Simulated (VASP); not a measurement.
# WS2 (Tungstenite): X-ray absorption with a core hole, part 4 of 4

Wanted: the near-edge structure of WS2 (Tungstenite). The cell has space group P6_3/mmc. The start is a cell from a database of measured crystal structures.

VASP 6.6.1, plane waves and PAW; the level of theory is named at each step.

So far. Step 2 (Relaxation): At r2SCAN, with these data sets, the largest force is down to 0.0081 eV/Å. Step 4 (K edge, Wyckoff site S f, full hole, excited electron …): The smoothed xx curve reaches a tenth of its top at about 2411 eV.

The database entry behind the starting cell differs from later determinations by our own check (an axis about 1.4 % long against later determinations), so it need not match the best structure at ambient conditions.

## (5) K edge, Wyckoff site S f, full hole

This step: supercell core-hole method, LDA, full hole, no spin polarisation; plane waves and PAW (S, W, S) (VASP 6.6.1).

One core electron is taken from the first atom, which POSCAR lists as a species of its own, and NELECT stays that of the neutral valence shell, so the cell is charged against a background. NBANDS covers the range above the edge. The first density still holds the charge taken from the core, which is what the BRMIX lines of the log report.

File INCAR:

```
SYSTEM = WS2
PREC = Accurate
ENCUT = 400
EDIFF = 1E-06
NELM = 100
ISMEAR = 0
SIGMA = 0.05
LREAL = Auto
ALGO = Normal
GGA = CA
NBANDS = 728
LASPH = .TRUE.
LWAVE = .FALSE.
LCHARG = .FALSE.
ICORELEVEL = 2
CLNT = 1
CLN = 1
CLL = 0
CLZ = 1
CH_LSPEC = .TRUE.
CH_NEDOS = 1500
CH_SIGMA = 1
NELECT = 324
```

File POSCAR:

```
WS2
1.0
    9.5400000000      0.0000000000      0.0000000000
   -4.7700000000      8.2618823520      0.0000000000
    0.0000000000      0.0000000000     12.5000000000
S W S
1 18 35
Direct
    0.1111111111      0.2222222222      0.6256911216
    0.1111111111      0.2222222222      0.2500000000
    0.1111111111      0.5555555556      0.2500000000
    0.1111111111      0.8888888889      0.2500000000
    0.4444444444      0.2222222222      0.2500000000
    0.4444444444      0.5555555556      0.2500000000
    0.4444444444      0.8888888889      0.2500000000
    0.7777777778      0.2222222222      0.2500000000
    0.7777777778      0.5555555556      0.2500000000
    0.7777777778      0.8888888889      0.2500000000
    0.2222222222      0.1111111111      0.7500000000
    0.2222222222      0.4444444444      0.7500000000
    0.2222222222      0.7777777778      0.7500000000
    0.5555555556      0.1111111111      0.7500000000
    0.5555555556      0.4444444444      0.7500000000
    0.5555555556      0.7777777778      0.7500000000
    0.8888888889      0.1111111111      0.7500000000
    0.8888888889      0.4444444444      0.7500000000
    0.8888888889      0.7777777778      0.7500000000
    0.1111111111      0.5555555556      0.6256911216
    0.1111111111      0.8888888889      0.6256911216
    0.4444444444      0.2222222222      0.6256911216
    0.4444444444      0.5555555556      0.6256911216
    0.4444444444      0.8888888889      0.6256911216
    0.7777777778      0.2222222222      0.6256911216
    0.7777777778      0.5555555556      0.6256911216
    0.7777777778      0.8888888889      0.6256911216
    0.2222222222      0.1111111111      0.1256911216
    0.2222222222      0.4444444444      0.1256911216
    0.2222222222      0.7777777778      0.1256911216
    0.5555555556      0.1111111111      0.1256911216
    0.5555555556      0.4444444444      0.1256911216
    0.5555555556      0.7777777778      0.1256911216
    0.8888888889      0.1111111111      0.1256911216
    0.8888888889      0.4444444444      0.1256911216
    0.8888888889      0.7777777778      0.1256911216
    0.1111111111      0.2222222222      0.8743088784
    0.1111111111      0.5555555556      0.8743088784
    0.1111111111      0.8888888889      0.8743088784
    0.4444444444      0.2222222222      0.8743088784
    0.4444444444      0.5555555556      0.8743088784
    0.4444444444      0.8888888889      0.8743088784
    0.7777777778      0.2222222222      0.8743088784
    0.7777777778      0.5555555556      0.8743088784
    0.7777777778      0.8888888889      0.8743088784
    0.2222222222      0.1111111111      0.3743088784
    0.2222222222      0.4444444444      0.3743088784
    0.2222222222      0.7777777778      0.3743088784
    0.5555555556      0.1111111111      0.3743088784
    0.5555555556      0.4444444444      0.3743088784
    0.5555555556      0.7777777778      0.3743088784
    0.8888888889      0.1111111111      0.3743088784
    0.8888888889      0.4444444444      0.3743088784
    0.8888888889      0.7777777778      0.3743088784
```

File KPOINTS:

```
Automatic mesh
0
Gamma
2 2 2
0 0 0
```

Potentials, in the order of the species: S, W and S (PBE family, release 64).

Started as:

```
mpirun -np 8 vasp_std
```

Log:

```text
[... set-up lines as in an earlier step ...]
 entering main loop
       N       E                     dE             d eps       ncg     rms          rms(c)
DAV:   1     0.127034162064E+04    0.12703E+04   -0.94762E+04  5824   0.321E+02
DAV:   2    -0.404696696618E+03   -0.16750E+04   -0.15272E+04  6936   0.107E+02
DAV:   3    -0.501508217563E+03   -0.96812E+02   -0.94834E+02  7128   0.250E+01
DAV:   4    -0.502251287062E+03   -0.74307E+00   -0.74265E+00  6920   0.221E+00
DAV:   5    -0.502256763618E+03   -0.54766E-02   -0.54763E-02  7192   0.191E-01BRMIX: very serious problems
 the old and the new charge density differ
 old charge density:   325.00000 new  324.00000
    0.318E+02
DAV:   6    -0.472510332876E+03    0.29746E+02   -0.51497E+00  8520   0.527E+00    0.810E+01
DAV:   7    -0.469168981167E+03    0.33414E+01   -0.46971E+00  6424   0.323E+00    0.406E+01
DAV:   8    -0.468338727814E+03    0.83025E+00   -0.15224E+00  6856   0.126E+00    0.328E+01
DAV:   9    -0.468165711230E+03    0.17302E+00   -0.31337E-01  7432   0.649E-01    0.195E+01
DAV:  10    -0.468049104743E+03    0.11661E+00   -0.66850E-02  7320   0.447E-01    0.938E+00
DAV:  11    -0.468040279984E+03    0.88248E-02   -0.16565E-02  7216   0.138E-01    0.395E+00
DAV:  12    -0.468040375436E+03   -0.95452E-04   -0.41047E-03  7016   0.424E-02    0.270E+00
DAV:  13    -0.468038234238E+03    0.21412E-02   -0.52010E-04  7600   0.477E-02    0.583E-01
DAV:  14    -0.468038029003E+03    0.20523E-03   -0.51041E-04  7272   0.213E-02    0.101E-01
DAV:  15    -0.468038025979E+03    0.30242E-05   -0.67273E-05  7456   0.707E-03    0.112E-01
DAV:  16    -0.468038015651E+03    0.10327E-04   -0.18829E-06  7240   0.288E-03    0.546E-02
DAV:  17    -0.468038010035E+03    0.56166E-05   -0.43765E-06  7808   0.324E-03    0.226E-02
DAV:  18    -0.468038009982E+03    0.52692E-07   -0.36618E-06  7104   0.147E-03
   1 F= -.46803801E+03 E0= -.46803801E+03  d E =-.153009E-14
 Starting Core_Hole_Spec
 Ending Core_Hole_Spec
```

Wall time 18 min (8 MPI ranks of Intel Xeon Platinum 8259CL at 2.50GHz (Skylake/Cascade Lake), shared host); peak memory 2.8 GiB; 2.4 h of CPU time.

From OUTCAR (step 5):

```text
NELECT = 324

 ion  position               nearest neighbor table
   1  0.111  0.222  0.626-  12 2.41  11 2.41  17 2.41
   2  0.111  0.222  0.250-  29 2.41  47 2.41  34 2.41  46 2.41  28 2.41  52 2.41   4 3.18  10 3.18
                             5 3.18   8 3.18   6 3.18   3 3.18
   3  0.111  0.556  0.250-  30 2.41  48 2.41  35 2.41  53 2.41  29 2.41  47 2.41   4 3.18   7 3.18
                             6 3.18   9 3.18   8 3.18   2 3.18
   4  0.111  0.889  0.250-  28 2.41  46 2.41  36 2.41  30 2.41  48 2.41  54 2.41   3 3.18   5 3.18
                             9 3.18   2 3.18   7 3.18  10 3.18
   5  0.444  0.222  0.250-  32 2.41  50 2.41  46 2.41  28 2.41  49 2.41  31 2.41   4 3.18   7 3.18
                             2 3.18   6 3.18   9 3.18   8 3.18
   6  0.444  0.556  0.250-  33 2.41  51 2.41  47 2.41  29 2.41  50 2.41  32 2.41   7 3.18   3 3.18
                             2 3.18  10 3.18   5 3.18   9 3.18
   7  0.444  0.889  0.250-  31 2.41  49 2.41  48 2.41  30 2.41  33 2.41  51 2.41   3 3.18   6 3.18
                             5 3.18   4 3.18   8 3.18  10 3.18
   8  0.778  0.222  0.250-  35 2.41  53 2.41  49 2.41  31 2.41  52 2.41  34 2.41  10 3.18   2 3.18
                             7 3.18   3 3.18   9 3.18   5 3.18
   9  0.778  0.556  0.250-  36 2.41  54 2.41  50 2.41  32 2.41  53 2.41  35 2.41  10 3.18   4 3.18
                             3 3.18   8 3.18   5 3.18   6 3.18
  10  0.778  0.889  0.250-  34 2.41  52 2.41  51 2.41  33 2.41  36 2.41  54 2.41   9 3.18   8 3.18
                             2 3.18   4 3.18   6 3.18   7 3.18
  11  0.222  0.111  0.750-  21 2.41  39 2.41  22 2.41  40 2.41   1 2.41  37 2.41  12 3.18  19 3.18
                            13 3.18  17 3.18  15 3.18  14 3.18
  12  0.222  0.444  0.750-   1 2.41  37 2.41  23 2.41  41 2.41  38 2.41  20 2.41  11 3.18  17 3.18
                            18 3.18  16 3.18  13 3.18  15 3.18
  13  0.222  0.778  0.750-  20 2.41  38 2.41  24 2.41  42 2.41  39 2.41  21 2.41  11 3.18  19 3.18
                            18 3.18  14 3.18  12 3.18  16 3.18
[...]
53  0.889  0.444  0.374-   8 2.41   3 2.41   9 2.41
  54  0.889  0.778  0.374-   9 2.41   4 2.41  10 2.41

 the core state eigenenergies are
   1-  1s  -2595.3514  2s   -240.4654  2p   -190.9866
   2-  1s -69457.4208  2s -11978.2138  2p -10471.8045  3s  -2750.8996  3p  -2305.0112
       3d  -1792.9766  4s   -559.3305  4p   -413.1082  4d   -227.9781  4f    -22.8486
       5s    -68.4262  5p    -32.6167
   3-  1s -69457.4222  2s -11978.2150  2p -10471.8058  3s  -2750.9005  3p  -2305.0121
       3d  -1792.9775  4s   -559.3310  4p   -413.1086  4d   -227.9785  4f    -22.8487
       5s    -68.4254  5p    -32.6155
   4-  1s -69457.4222  2s -11978.2150  2p -10471.8058  3s  -2750.9005  3p  -2305.0121
       3d  -1792.9775  4s   -559.3310  4p   -413.1086  4d   -227.9785  4f    -22.8487
       5s    -68.4254  5p    -32.6155
   5-  1s -69457.4222  2s -11978.2150  2p -10471.8058  3s  -2750.9005  3p  -2305.0121
       3d  -1792.9775  4s   -559.3310  4p   -413.1086  4d   -227.9785  4f    -22.8487
       5s    -68.4254  5p    -32.6155
   6-  1s -69457.4222  2s -11978.2150  2p -10471.8058  3s  -2750.9005  3p  -2305.0121
       3d  -1792.9775  4s   -559.3310  4p   -413.1086  4d   -227.9785  4f    -22.8487
       5s    -68.4254  5p    -32.6155
   7-  1s -69457.4198  2s -11978.2127  2p -10471.8035  3s  -2750.8981  3p  -2305.0098
       3d  -1792.9752  4s   -559.3285  4p   -413.1061  4d   -227.9760  4f    -22.8463
       5s    -68.4228  5p    -32.6129
   8-  1s -69457.4222  2s -11978.2150  2p -10471.8058  3s  -2750.9005  3p  -2305.0121
       3d  -1792.9775  4s   -559.3310  4p   -413.1086  4d   -227.9785  4f    -22.8487
       5s    -68.4254  5p    -32.6155
   9-  1s -69457.4227  2s -11978.2155  2p -10471.8063  3s  -2750.9009  3p  -2305.0126
       3d  -1792.9780  4s   -559.3313  4p   -413.1089  4d   -227.9787  4f    -22.8489
       5s    -68.4254  5p    -32.6154
[...]
53-  1s  -2393.7220  2s   -199.8518  2p   -144.6186
  54-  1s  -2393.7220  2s   -199.8518  2p   -144.6186

 E-fermi :   6.1269

 k-point     1 :       0.0000    0.0000    0.0000
  band No.  band energies     occupation
    ...
    158       4.8193      2.00000
    159       4.8193      2.00000
    160       5.4087      2.00000
    161       5.4087      2.00000
    162       5.8601      2.00000
    163       6.6019      0.00000
    164       6.6019      0.00000
    165       7.0122      0.00000
    166       7.0122      0.00000
    167       7.1955      0.00000
    ...

  Total      -42.7570875    -42.7570875    -23.3562956      0.0000000      0.0000000     -0.0000000
  in kB      -69.5314526    -69.5314526    -37.9819407      0.0000000      0.0000000     -0.0000000
  external PRESSURE =     -59.0149487 kB  Pullay stress =       0.0000000 kB

 POSITION                                       TOTAL-FORCE (eV/Angst)
 -----------------------------------------------------------------------------------
      0.00000      1.83597      7.82114         0.000000     -0.000000     -0.347371
      0.00000      1.83597      3.12500         0.000000     -0.000000     -0.020191
     -1.59000      4.58993      3.12500        -0.007577     -0.002346      0.008122
     -3.18000      7.34390      3.12500        -0.005820     -0.005388      0.008122
      3.18000      1.83597      3.12500         0.001756      0.007735      0.008122
      1.59000      4.58993      3.12500         0.007577     -0.002346      0.008122
     -0.00000      7.34390      3.12500         0.000000     -0.000000      0.008192
      6.36000      1.83597      3.12500        -0.001756      0.007735      0.008122
      4.77000      4.58993      3.12500         0.000000     -0.000000      0.012176
      3.18000      7.34390      3.12500         0.005820     -0.005388      0.008122
      1.59000      0.91799      9.37500         0.383812     -0.221594      0.302790
      0.00000      3.67195      9.37500         0.000000      0.443188      0.302790
     -1.59000      6.42591      9.37500         0.017873      0.010319     -0.143495
      4.77000      0.91799      9.37500         0.000000     -0.020639     -0.143495
      3.18000      3.67195      9.37500        -0.125355     -0.072374     -0.023368
      1.59000      6.42591      9.37500        -0.017873      0.010319     -0.143495
      7.95000      0.91799      9.37500        -0.383812     -0.221594      0.302790
      6.36000      3.67195      9.37500         0.125355     -0.072374     -0.023368
      4.77000      6.42591      9.37500         0.000000      0.144747     -0.023368
     -1.59000      4.58993      7.82114        -0.021054      0.046017      0.083934
     -3.18000      7.34390      7.82114         0.029325     -0.041241      0.083934
      3.18000      1.83597      7.82114         0.050379     -0.004775      0.083934
      1.59000      4.58993      7.82114         0.021054      0.046017      0.083934
     -0.00000      7.34390      7.82114         0.000000     -0.000000      0.040277
[...]
-----------------------------------------------------------------------------------
    total drift:                               -0.000000     -0.000001     -0.000371

  FREE ENERGIE OF THE ION-ELECTRON SYSTEM (eV)
  ---------------------------------------------------
  free  energy   TOTEN  =      -468.0380099821 eV

  energy  without entropy=     -468.0380099821  energy(sigma->0) =     -468.03800998

[... 8 parts as in an earlier step ...]

[... 4 further parts left out ...]
```

This step gave:

| Property | Result |
| --- | --- |
| free energy (TOTEN) | -468.0380 eV |
| Fermi energy | 6.127 eV |

The imaginary dielectric function times 10^5 has structure finer than the step of the table below, so its rows give means over 2 eV, whole bins alone (the curve runs from 2407 to 2452 eV). Peaks (eV: height): xx 2413.1: 0.227, 2422.5: 0.136, 2431.5: 0.101; zz 2413.9: 0.165, 2420.1: 0.142, 2431.3: 0.0922, 2441.3: 0.0885.

Smoothed further by a Gaussian, to a width of roughly 2 to 2.4 eV in all; heights scale with one over the cell volume; the energy axis is the program's own, and the fall at its high end is where NBANDS ends. Table of imaginary dielectric function times 10^5 by photon energy; means over each step:

| photon energy (eV) | xx | zz |
| --- | --- | --- |
| 2410 | 0.00959 | 0.00359 |
| 2412 | 0.141 | 0.0705 |
| 2414 | 0.174 | 0.154 |
| 2416 | 0.0607 | 0.0960 |
| 2418 | 0.0518 | 0.0967 |
| 2420 | 0.0977 | 0.134 |
| 2422 | 0.130 | 0.0965 |
| 2424 | 0.113 | 0.0925 |
| 2426 | 0.0764 | 0.0771 |
| 2428 | 0.0630 | 0.0679 |
| 2430 | 0.0885 | 0.0848 |
| 2432 | 0.0954 | 0.0887 |
| 2434 | 0.0765 | 0.0822 |
| 2436 | 0.0882 | 0.0688 |
| 2438 | 0.0777 | 0.0587 |
| 2440 | 0.0699 | 0.0761 |
| 2442 | 0.0583 | 0.0758 |
| 2444 | 0.0151 | 0.0193 |
| 2446 | 4.3e-4 | 5.1e-4 |
| 2448 | 5.7e-7 | 7.7e-7 |

The smoothed xx curve reaches a tenth of its top at about 2411 eV.

## (6) Summary

This step: supercell core-hole method, LDA; plane waves and PAW (VASP 6.6.1).

No new run; the numbers come from the runs before.

Core-hole runs:

| site | hole | cost (core minutes) |
| --- | --- | --- |
| S f | full hole, excited electron kept | 189.1 |
| S f | full hole | 146.8 |

## (7) Outcome

| Item | Value |
| --- | --- |
| K edge of S f, full hole, excited electron kept | xx reaches a tenth of its top at 2410.9 eV on the program's axis; share within the next 5 eV of the next 20 eV: 35 % |
| K edge of S f, full hole | xx reaches a tenth of its top at 2410.7 eV on the program's axis; share within the next 5 eV of the next 20 eV: 35 % |

What this shows: The S K edge, for light polarised along x, reaches a tenth of its top at 2410.9 eV on the program's axis. That mark passes over any weaker pre-edge, and only dipole transitions enter. The electron from the core stays in the cell and fills some of the lowest empty states. Whether the program still counts those as final states wasn't checked, so features at and just under the onset are in doubt. In the charged run (full hole) weight just under or at the onset may be a state bound to the hole or the highest filled band counted as a final state; this wasn't checked, so onset and share of that run are in doubt. Share of the first 20 eV of absorption, for light polarised along x, that lies within 5 eV of each run's own onset: 35 % with full hole and 35 % with full hole, excited electron kept. One site of the element was run (Wyckoff letter f). With 54 atoms and a 2×2×2 mesh the peak shapes still carry the imprint of the mesh. The fall at the high end is where NBANDS ends. The other core electrons stay frozen, so neither the program's energy axis nor the change of TOTEN is an excitation energy; spectra are aligned at the onset when set beside measurement. The given cell is kept, although it stands at -4.1 GPa at LDA and ENCUT = 400 eV, which holds the mismatch of the given cell with this functional, any error of the entry itself and any basis-set error; the relaxation of the atoms, at r2SCAN and ENCUT = 400 eV, gave +0.4 GPa. Not tabulated here, as repeats of values shown or as unfit to read for their mesh, reference level or band range: gaps (K edge, relaxation, supercell without a hole); core levels (K edge); pressures of a box with vacuum or a charge (K edge).

[Lines on the potential files, build, host, timing and source positions are cut from VASP's logs without a mark.]

[Logs are printed without paths, hosts, clocks, repeated set-up lines and the standing remarks that a program may print on its own settings, such as how far it seeks lower states.]

[Hosts, paths, dates, database ids (printed as entryN), source tags and the programs' standing remarks are cut or masked in the printed files.]
